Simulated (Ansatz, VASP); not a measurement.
One calculation of HgTe, two programs

The input POSCAR:

```
HgTe
1.0
   -3.0456030000      3.0456030000      1.5594100000
    3.0456030000     -3.0456030000      1.5594100000
    3.0456030000      3.0456030000     -1.5594100000
Hg Te
1 1
Direct
    0.7500000000      0.2500000000      0.5000000000
    0.0000000000      0.0000000000      0.0000000000
```

File INCAR.step1:

```
SYSTEM = HgTe
ALGO = Normal
EDIFF = 1E-5
ENCUT = 520
GGA = PE
ISIF = 2
ISMEAR = -1
LASPH = .True.
LREAL = .False.
LWAVE = .True.
NELM = 80
PREC = Accurate
SIGMA = 0.05
```

INCAR.step2

```
SYSTEM = HgTe
AEXX = 0.25
ALGO = Normal
EDIFF = 1E-7
ENCUT = 520
GGA = PE
HFSCREEN = 0.15
ISIF = 2
ISMEAR = -1
ISTART = 1
LASPH = .True.
LCHARG = .False.
LHFCALC = .True.
LREAL = .False.
LWAVE = .False.
NELM = 80
PREC = Accurate
PRECFOCK = Fast
SIGMA = 0.05
```

The input KPOINTS:

```
k-points
0
Gamma
  5 5 5
  0 0 0
```

input.yaml

```yaml
crystal:
  lattice:
    - [-3.045603, 3.045603, 1.55941]
    - [3.045603, -3.045603, 1.55941]
    - [3.045603, 3.045603, -1.55941]
  atoms:
    - { symbol: Hg, position: [0.75, 0.25, 0.5] }
    - { symbol: Te, position: [0.0, 0.0, 0.0] }
hamiltonian:
  xc:
    exchange: pbe
    correlation: pbe
    exx: { coeff: 0.25, omega: 0.15 }
  pseudopotentials: { kind: paw }
kpoints:
  mp_grid: { grid: [5, 5, 5] }
scf:
  occupations: { method: fermi_dirac, width: 0.05 }
output:
  forces: true
  stress: true
  eigenvalues: true
  write_density: true
  write_potential: true
  elf: true
  volumetric_format: npy
```

Measurements of this composition are mostly on another form, of space group No. 216.

Alike in both runs: task single point; functional HSE(alpha, omega); k mesh 5 × 5 × 5; occupations fermi-dirac, width 0.05 eV; no spin polarisation.

|  | VASP | Ansatz |
| --- | --- | --- |
| version | VASP 6.6.1 | Ansatz 0.2.0 |
| potentials or method | VASP PAW PBE potentials, release 64 (Hg, Te) | Ansatz PAW |
| plane-wave cutoff (eV) | 520 | 420 |
| valence electrons in the cell | 18 | 36 |

Ansatz gave:

| Item | Value |
| --- | --- |
| gap on the k mesh at the Fermi level (eV) | none |
| pressure (GPa) | -1.6 |
| largest component of the traceless stress (GPa) | 3.32 |

What did VASP give for the same quantities?

gap on the k mesh at the Fermi level (eV): none; pressure (GPa): -1.8; largest component of the traceless stress (GPa): 3.33.

A gap of «none» marks a metal or a gap that the smearing closes. The functional is the same, so the differences come from potentials, cutoffs and numerics. The two sets of potentials don't hold the same shells in valence.

Caveats: the k mesh is coarse (spacing up to 0.45 Å⁻¹), so the values aren't converged, least of all with exact exchange; the PAW data sets were made with another functional, which shifts forces and pressure a little (VASP); the PAW data sets come from PBE, with cores solved anew for the run's functional, which leaves a small shift of forces and pressure (Ansatz); the thresholds are loose for stress (Ansatz). Spin-orbit coupling is left out, which matters for the levels of Hg, Te.
